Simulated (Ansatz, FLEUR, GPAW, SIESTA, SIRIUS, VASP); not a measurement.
# BN: 7 runs at one level of theory

```
N B
1.0
     0.00000    1.81300    1.81300
     1.81300    0.00000    1.81300
     1.81300    1.81300    0.00000
N B
1 1
Cartesian
  0.9065 0.9065 0.9065
  0.0000 0.0000 0.0000
```

The cell is a database's computed one, not the measured one.

Alike in all runs: task equation of state; functional PBEsol; k mesh 13 × 13 × 13; occupations fermi-dirac, width 0.05 eV; no spin polarisation; no spin-orbit coupling.

```tsv
program and potentials	plane-wave cutoff (eV)	notes	equilibrium volume (Å³/atom)	bulk modulus (GPa)
Ansatz, Ansatz PAW	420	potentials made for PBE, which Ansatz adapts in part	5.86	386.7
VASP, PBE PAW files B, N, 520 eV	520	potentials made for PBE	5.87	386.1
Ansatz, all-electron LAPW, scalar-relativistic	-	-	5.86	385.8
SIESTA, files PseudoDojo sr-pbesol-0.4.1-standard, DZP (energy shift 0.003 Ry)	-	atomic basis	5.92	390.9
GPAW, PAW data sets generated for this functional	800	-	5.86	385.8
FLEUR, all-electron, FLAPW	-	-	5.86	385.8
SIRIUS, PseudoDojo 0.4.1 PBEsol standard (scalar relativistic)	1152	-	5.87	385.1
```

The equilibrium volume spans 5.86 (Ansatz, Ansatz PAW) to 5.92 Å³/atom (SIESTA, files PseudoDojo sr-pbesol-0.4.1-standard, DZP (energy shift 0.003 Ry)), with all-electron results at 5.86. The bulk modulus spans 385.1 (SIRIUS, PseudoDojo 0.4.1 PBEsol standard (scalar relativistic)) to 390.9 GPa (SIESTA, files PseudoDojo sr-pbesol-0.4.1-standard, DZP (energy shift 0.003 Ry)), with all-electron results at 385.8. Rows in atomic bases carry the error of their basis and grid, which can be large.

Differences between rows come from potentials, basis sets and numerical settings, since the functional is the same but for its coding. Runs on potential files found faulty are left out.
